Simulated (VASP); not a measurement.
# Hf3H5 (P1) in VASP: a series of runs

The runs below take Hf3H5 through single point, with revPBE.

Everything below comes from runs of VASP 6.6.1. Logs are shortened: lines on timing, memory, paths and dates and some standing lists are left out, and cuts for length are marked.

## (1) Starting point

The typed cell holds 16 atoms: a = 5.077 Å, b = 9.938 Å, c = 3.897 Å, α = 88.50°, β = 91.16°, γ = 90.78°.

The cell was built by a generator and needn't be a form met in nature.

## (2) Single point, revPBE

File INCAR:

```
SYSTEM = Hf3H5
PREC     = Accurate       ! precision mode
ENCUT    = 520            ! plane-wave cutoff, eV
EDIFF    = 1E-7           ! SCF threshold, eV
ISMEAR   = -1             ! smearing method
SIGMA    = 0.05           ! smearing width, eV
LREAL    = Auto         
LASPH    = .TRUE.         ! aspherical terms in the spheres
NELM     = 100            ! most SCF steps
ALGO     = Fast           ! electronic algorithm
ISIF     = 2              ! what is computed and relaxed
LWAVE    = .FALSE.        ! write WAVECAR
LCHARG   = .FALSE.        ! write CHGCAR
GGA      = RE             ! functional
NBANDS   = 49             ! bands
```

File KPOINTS:

```
Automatic mesh
0
G
  3 2 4
  0 0 0
```

File POSCAR:

```
Hf3H5
1.0
    5.0766460000     -0.0344290000     -0.0511710000
   -0.0662050000      9.9369640000      0.1289610000
   -0.0389750000      0.0510800000      3.8966120000
H Hf
10 6
Direct
    0.2812004009      0.3810447674      0.5031384678
    0.7126249168      0.6128043822      0.4820453932
    0.7990429323      0.1150214879      0.5183607041
    0.1685424322      0.8655231094      0.4762875439
    0.0072431175      0.5067401290      1.0117258079
    0.4622205900      0.9966392774      0.9976345328
    0.1292955803      0.2147528947     -0.0753771645
    0.8646069673      0.8066267631      0.0386344366
    0.6535222662      0.2491380350      0.9777297041
    0.3946339293      0.7206488779      0.0199666307
    0.0013980080      0.9981763120      0.0047191566
    0.5057869906      0.4971645781      0.0004546988
    0.3564116315      0.1326062993      0.5072606404
    0.6446816664      0.8734780671      0.4924948649
    0.8520384254      0.3692371158      0.5096887939
    0.1504935192      0.6296879800      0.5092708004
```

Potentials or basis: VASP PAW PBE potentials, release 64 (H, Hf_pv).

Run with:

```console
$ cat potpaw_PBE.64/H/POTCAR potpaw_PBE.64/Hf_pv/POTCAR > POTCAR
$ mpirun -np 1 vasp_std > vasp.out
```

OUTCAR:

```text
SYSTEM = Hf3H5
   PREC = Accurate
   ENCUT = 520
   EDIFF = 1E-7
   ISMEAR = -1
   LREAL = Auto
   LASPH = .TRUE.
   NELM = 100
   ISIF = 2
   GGA = RE

 ion  position               nearest neighbor table
   1  0.281  0.381  0.503-  15 2.18
   2  0.713  0.613  0.482-  16 2.23
   3  0.799  0.115  0.518-  13 2.26
   4  0.169  0.866  0.476-  16 2.34
   5  0.007  0.507  0.012-
   6  0.462  0.997  0.998-  11 2.34  13 2.37
   7  0.129  0.215  0.925-  13 2.19  11 2.26
   8  0.865  0.807  0.039-  11 2.02  14 2.23
   9  0.654  0.249  0.978-
  10  0.395  0.721  0.020-  12 2.30
  11  0.001  0.998  0.005-   8 2.02   7 2.26   6 2.34  14 2.90  14 2.95  13 2.96  13 2.97
  12  0.506  0.497  0.000-  10 2.30  15 2.90  16 2.91  15 2.95  16 3.04
  13  0.356  0.133  0.507-   7 2.19   3 2.26   6 2.37  11 2.96  11 2.97  14 2.98  15 3.42  15 3.50

  14  0.645  0.873  0.492-   8 2.23  11 2.90  11 2.95  13 2.98  16 3.46  16 3.55
  15  0.852  0.369  0.510-   1 2.18  12 2.90  12 2.95  16 2.98  13 3.42  13 3.50
  16  0.150  0.630  0.509-   2 2.23   4 2.34  12 2.91  15 2.98  12 3.04  14 3.46  14 3.55

  LATTYP: Found a triclinic cell.
 ALAT       =     3.8971416828
 B/A-ratio  =     3.1994058261
 C/A-ratio  =     1.3027549520
 COS(alpha) =     0.0017883939
 COS(beta)  =     0.0201666376
 COS(gamma) =     0.6042756332

  Lattice vectors:

 A1 = (   0.0389750000,  -0.0510800000,  -3.8966120000)
 A2 = (   0.0117450000,   9.8348040000,  -7.6642630000)
 A3 = (   5.0766460000,  -0.0344290000,  -0.0511710000)

Analysis of symmetry for initial positions (statically):
=====================================================================
 Subroutine PRICEL returns:
 Original cell was already a primitive cell.

 Routine SETGRP: Setting up the symmetry group for a
 triclinic supercell.

 Subroutine GETGRP returns: Found  1 space group operations
 (whereof  1 operations were pure point group operations)
 out of a pool of  2 trial point group operations.

The static configuration has the point symmetry C_1 .

Analysis of symmetry for dynamics (positions and initial velocities):
=====================================================================
 Subroutine PRICEL returns:
 Original cell was already a primitive cell.

 Routine SETGRP: Setting up the symmetry group for a
 triclinic supercell.

 Subroutine GETGRP returns: Found  1 space group operations
 (whereof  1 operations were pure point group operations)
 out of a pool of  2 trial point group operations.

The dynamic configuration has the point symmetry C_1 .

 Subroutine INISYM returns: Found  1 space group operations
 (whereof  1 operations are pure point group operations),
 and found     1 'primitive' translations

----------------------------------------------------------------------------------------

                                     Primitive cell

  volume of cell :     196.5084

  direct lattice vectors                    reciprocal lattice vectors
     5.076646000 -0.034429000 -0.051171000     0.197008869  0.001287217  0.001953664
    -0.066205000  9.936964000  0.128961000     0.000669399  0.100655856 -0.001312784
    -0.038975000  0.051080000  3.896612000     0.002565001 -0.003314369  0.256702302

  length of vectors
     5.077020626  9.938021311  3.897141683     0.197022761  0.100666642  0.256736511

  position of ions in fractional coordinates (direct lattice)
     0.281200401  0.381044767  0.503138468
     0.712624917  0.612804382  0.482045393
     0.799042932  0.115021488  0.518360704
     0.168542432  0.865523109  0.476287544
     0.007243118  0.506740129  0.011725808
     0.462220590  0.996639277  0.997634533
[... 8 lines left out ...]
     0.852038425  0.369237116  0.509688794
     0.150493519  0.629687980  0.509270800

  ion indices of the primitive-cell ions
   primitive index   ion index
                 1           1
                 2           2
                 3           3
                 4           4
                 5           5
                 6           6
[... 8 lines left out ...]
                15          15
                16          16

----------------------------------------------------------------------------------------

 KPOINTS: Automatic mesh

Automatic generation of k-mesh.
 Grid dimensions read from file:
 generate k-points for:    3    2    4

 Generating k-lattice:

  Cartesian coordinates                     Fractional coordinates (reciprocal lattice)
     0.065669623  0.000429072  0.000651221     0.333333333  0.000000000  0.000000000
     0.000334700  0.050327928 -0.000656392     0.000000000  0.500000000  0.000000000
     0.000641250 -0.000828592  0.064175575     0.000000000  0.000000000  0.250000000

  Length of vectors
     0.065674254  0.050333321  0.064184128

  Shift w.r.t. Gamma in fractional coordinates (k-lattice)
     0.000000000  0.000000000  0.000000000

 Subroutine IBZKPT returns following result:
 ===========================================

 Found     14 irreducible k-points:

 Following reciprocal coordinates:
            Coordinates               Weight
  0.000000  0.000000  0.000000      1.000000
  0.333333 -0.000000 -0.000000      2.000000
 -0.000000  0.500000 -0.000000      1.000000
  0.333333  0.500000 -0.000000      2.000000
 -0.000000  0.000000  0.250000      2.000000
  0.333333  0.000000  0.250000      2.000000
 -0.333333 -0.000000  0.250000      2.000000
 -0.000000  0.500000  0.250000      2.000000
  0.333333  0.500000  0.250000      2.000000
 -0.333333  0.500000  0.250000      2.000000
 -0.000000  0.000000  0.500000      1.000000
  0.333333  0.000000  0.500000      2.000000
 -0.000000  0.500000  0.500000      1.000000
  0.333333  0.500000  0.500000      2.000000
   k-points           NKPTS =     14   k-points in BZ     NKDIM =     14   number of bands    NBANDS=     49
   number of dos      NEDOS =    301   number of ions     NIONS =     16
   total plane-waves  NPLWV =  96000
   dimension x,y,z NGX =    40 NGY =   80 NGZ =   30
   dimension x,y,z NGXF=    80 NGYF=  160 NGZF=   60
   ions per type =              10   6
   NGX,Y,Z   is equivalent  to a cutoff of  13.10, 13.38, 12.80 a.u.
   NGXF,Y,Z  is equivalent  to a cutoff of  26.20, 26.77, 25.60 a.u.
 SYSTEM =  Hf3H5
   PREC   = accura    normal or accurate (medium, high low for compatibility)
   ISTART =      0    job   : 0-new  1-cont  2-samecut
   ICHARG =      2    charge: 1-file 2-atom 10-const
   ISPIN  =      1    spin polarized calculation?
   LNONCOLLINEAR =      F non collinear calculations
   LSORBIT =      F    spin-orbit coupling
   LASPH  =      T    aspherical Exc in radial PAW
   ENCUT  =  520.0 eV  38.22 Ry    6.18 a.u.   9.44 18.48  7.25*2*pi/ulx,y,z
   NELM   =    100;   NELMIN=  2; NELMDL= -5     # of ELM steps
   EDIFF  = 0.1E-06   stopping-criterion for ELM
   LREAL  =      T    real-space projection
   EDIFFG = 0.1E-05   stopping-criterion for IOM
   NSW    =      0    number of steps for IOM
   IBRION =     -1    ionic relax: 0-MD 1-quasi-New 2-CG
   NFREE  =      0    steps in history (QN), initial steepest desc. (CG)
   ISIF   =      2    stress and relaxation
   ISYM   =      2    0-nonsym 1-usesym 2-fastsym
   POTIM  = 0.5000    time-step for ionic-motion
   TEBEG  =    0.0;   TEEND  =   0.0 temperature during run
   PSTRESS=    0.0 pullay stress
   NELECT =      70.0000    total number of electrons
   NUPDOWN=      -1.0000    fix difference up-down
   EMIN   =  10.00;   EMAX   =-10.00  energy-range for DOS
   EFERMI =   0.00;   METHOD = LEGACY
   ISMEAR =    -1;   SIGMA  =   0.05  broadening in eV -4-tet -1-fermi 0-gaus
   EFERMI_NEDOS =   21; number of points for ismear=-14 and -15
   IALGO  =     68    algorithm
   IMIX   =      4    mixing-type and parameters
     AMIX     =   0.40;   BMIX     =  1.00
     AMIX_MAG =   1.60;   BMIX_MAG =  1.00
  volume/ion in A,a.u.               =      12.28        82.88
  Fermi-wavevector in a.u.,A,eV,Ry     =   1.160505  2.193037 18.323951  1.346772
  Thomas-Fermi vector in A             =   2.297087
   LORBIT       =      0    0 simple, 1 ext, 2 COOP (PROOUT), +10 PAW based schemes
   GGA     = RE    functional components
   LHFCALC =     F    Hartree Fock is set to
   AEXX    =    0.0000 exact exchange contribution
   IVDW    =     0    specifies the selected vdW correction
   LEPSILON=     F    determine dielectric tensor
   LRPA    =     F    only Hartree local field effects (RPA)
 non-spin polarized calculation
 RMM-DIIS sequential band-by-band and
  energy-cutoff  :      520.00
  volume of cell :      196.51
 maximum number of plane-waves:      5312
 NGX is ok and might be reduce to    40
   NGX = 19   NGY = 37   NGZ = 15

 number of electron      70.0000000 magnetization

 Free energy of the ion-electron system (eV)
  ---------------------------------------------------
  ext. energy  EPLUGINS =         0.00000000
  ---------------------------------------------------
  free energy    TOTEN  =       -87.30608050 eV

  energy without entropy =      -87.22713156  energy(sigma->0) =      -87.26660603

 E-fermi :   3.6148     XC(G=0): -10.2135

 val. band max:        3.5847041305   @ k =  -0.0000   0.5000   0.2500
 cond. band min:       3.6235525142   @ k =   0.3333   0.5000   0.5000
 fundamental gap:      0.0388483838
 Fermi energy:         3.6147918445

 k-point     1 :       0.0000    0.0000    0.0000
  band No.  band energies     occupation
      1     -27.8003      2.00000
      2     -27.7837      2.00000
      3     -27.7772      2.00000
      4     -27.7667      2.00000
      5     -27.7288      2.00000
      6     -27.7221      2.00000
[... 39 lines left out ...]
     46       6.4903      0.00000
     47       6.6774      0.00000

 k-point     2 :       0.3333   -0.0000   -0.0000
  band No.  band energies     occupation
      1     -27.8258      2.00000
      2     -27.7832      2.00000
      3     -27.7690      2.00000
      4     -27.7449      2.00000
      5     -27.7265      2.00000
      6     -27.6945      2.00000
[... 592 lines left out ...]
 k-point    14 :       0.3333    0.5000    0.5000
  band No.  band energies     occupation
      1     -27.8815      2.00000
      2     -27.8703      2.00000
      3     -27.8168      2.00000
      4     -27.7992      2.00000
      5     -27.7459      2.00000
      6     -27.7198      2.00000
[... 39 lines left out ...]
     46       6.1227      0.00000
     47       6.4769      0.00000
 [bands above 47 left out]

------------------------ aborting loop because EDIFF is reached ----------------------------------------

  FORCE on cell =-STRESS in cart. coord.  units (eV):
  Direction    XX          YY          ZZ          XY          YZ          ZX
  --------------------------------------------------------------------------------------
  -------------------------------------------------------------------------------------
  Total      -10.0290041    -16.2930782    -18.5124935      0.9286416      0.4575501      0.0486120
  in kB      -81.7687162   -132.8411151   -150.9365052      7.5714232      3.7305085      0.3963442
  external PRESSURE =    -121.8487788 kB  Pullay stress =       0.0000000 kB

 VOLUME and BASIS-vectors are now :
 -----------------------------------------------------------------------------
  energy-cutoff  :      520.00
  volume of cell :      196.51
      direct lattice vectors                 reciprocal lattice vectors
     5.076646000 -0.034429000 -0.051171000     0.197008869  0.001287217  0.001953664
    -0.066205000  9.936964000  0.128961000     0.000669399  0.100655856 -0.001312784
    -0.038975000  0.051080000  3.896612000     0.002565001 -0.003314369  0.256702302

 POSITION                                       TOTAL-FORCE (eV/Angst)
 -----------------------------------------------------------------------------------
      1.38272      3.80245      1.99529         0.052384      0.233194     -0.108824
      3.55839      6.08950      1.92091         0.113410     -0.367778      0.140132
      4.02864      1.14193      1.99380        -0.211452     -0.423675     -0.151867
      0.77976      8.61920      1.95890         0.077717      0.127234      0.052997
      0.00276      5.03581      0.11067         0.017692     -0.065373     -0.066445
      2.24167      9.93861      3.99227        -0.118624      0.148610     -0.085330
[... 8 lines left out ...]
      4.28119      3.66580      1.99008         0.806886     -1.582333      0.293000
      0.70247      6.27802      2.05793        -0.336702      1.318182     -0.385234
 -----------------------------------------------------------------------------------
    total drift:                                0.002887     -0.001144     -0.001869

  FREE ENERGIE OF THE ION-ELECTRON SYSTEM (eV)
  ---------------------------------------------------
  free  energy   TOTEN  =       -87.3060804981 eV

  energy  without entropy=      -87.2271315577  energy(sigma->0) =      -87.26660603
```

Run time: 3.8 min. Hardware: 1 thread of Intel Xeon 6975P-C (Granite Rapids), shared host; peak memory 0.34 GiB.

What came out:

```
Free energy            : -87.3061 eV
Pressure               : -12.2 GPa
Largest force          : 1.967 eV/Å
Band gap on the k mesh : none (metal or under the smearing width)
```

Forces on the atoms (eV/Å):
```
H    0.052  0.233 -0.109
H    0.113 -0.368  0.140
H   -0.211 -0.424 -0.152
H    0.078  0.127  0.053
H    0.018 -0.065 -0.066
H   -0.119  0.149 -0.085
H    0.147 -0.600 -0.037
H   -0.492  0.092 -0.078
H   -0.248  0.836 -0.103
H   -0.217 -0.685 -0.064
Hf   0.438  0.671 -0.132
Hf  -0.323  0.287  0.304
Hf   0.978  1.686  0.269
Hf  -0.684 -1.675  0.152
Hf   0.807 -1.582  0.293
Hf  -0.337  1.318 -0.385
```

Levels at points of the mesh, in eV from the Fermi level:
```csv
k point,band 31,band 32,band 33,band 34,band 35,band 36,band 37,band 38
"(0.00, 0.00, 0.00)",-0.98,-0.86,-0.59,-0.57,0.30,0.46,0.55,0.65
"(0.00, 0.50, 0.00)",-0.75,-0.70,-0.25,-0.10,0.40,0.41,0.64,0.71
"(0.00, 0.00, 0.50)",-0.91,-0.71,0.19,0.25,0.37,0.52,0.56,1.15
"(0.00, 0.50, 0.50)",-0.65,-0.56,-0.41,-0.08,0.73,0.82,0.92,1.12
```

Caveat: the k mesh is coarse (spacing up to 0.41 Å⁻¹), so the values aren't converged; the PAW data sets were made with another functional, which shifts forces and pressure a little. The run has no spin-orbit coupling, so splittings on Hf are missing.

(Continued in part 2 of 2.)
